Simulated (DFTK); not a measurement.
A run of DFTK 0.8.2:

run.jl

```julia
using DFTK
using PseudoPotentialData
using Unitful, UnitfulAtomic
using LinearAlgebra, Printf
include("save.jl")
disable_threading()

# lattice vectors are the columns
lattice = austrip(1u"Å") * [          2.95         -1.475            0.0;
                      0.0   2.5547749412            0.0;
                      0.0            0.0           4.68]
symbols   = [:Ti, :Ti]
positions = [[0.686162, 0.32688, 0.748487],
             [0.337973, 0.672908, 0.24873]]
pseudopotentials = PseudoFamily("dojo.nc.sr.pbe.v0_4_1.standard.upf")
elements = Dict(s => ElementPsp(s, pseudopotentials) for s in unique(symbols))
atoms    = [elements[s] for s in symbols]

build_model(lattice, positions; symmetries=true) =
    model_DFT(lattice, atoms, positions;
              functionals=PBE(),
              temperature=austrip(0.05u"eV"),
              smearing=Smearing.FermiDirac(),
              symmetries)
Ecut  = 42.0  # hartree
kgrid = [10, 10, 6]
tol   = 1e-6
to_GPa = ustrip(uconvert(u"GPa", 1u"hartree/bohr^3"))

model = build_model(lattice, positions)
basis = PlaneWaveBasis(model; Ecut, kgrid)
display(basis)
scfres = self_consistent_field(basis;
                               tol,
                               nbandsalg=AdaptiveBands(model; n_bands_converge=17))
display(scfres.energies)
@printf "Fermi level: %.6f eV\n" ustrip(auconvert(u"eV", something(scfres.εF, NaN)))
forces = compute_forces_cart(scfres)
println("Forces (eV/Å)")
for (s, f) in zip(symbols, forces)
    @printf "%-3s %12.6f %12.6f %12.6f\n" s ustrip.(auconvert.(u"eV/Å", f))...
end
stress = compute_stresses_cart(scfres)
println("Stress (GPa)")
display(round.(stress * to_GPa; digits=4))
println("Levels at the first k-point (eV): ", round.(ustrip.(auconvert.(u"eV", scfres.eigenvalues[1][1:scfres.n_bands_converge])); digits=4))
save_scf!(scfres; forces, stress)
```

Potentials or basis: dojo.nc.sr.pbe.v0_4_1.standard.upf (PBE).

The run is started by

```console
$ julia --threads=1 run.jl  # save.jl only writes the numbers to a file and isn't shown; printed stress counts tension as positive; times include loading and compiling
```

Hardware: 1 thread of Intel(R) Xeon(R) Platinum 8488C (Sapphire Rapids) (shared host).

Q: Estimate the wall time of this run.

A: It took 21 min on 1 thread of Intel(R) Xeon(R) Platinum 8488C (Sapphire Rapids), with other jobs on the host, peak memory 7.5 GiB. Counts: scf iterations 13, k points 600, plane waves 3122, bands 17.
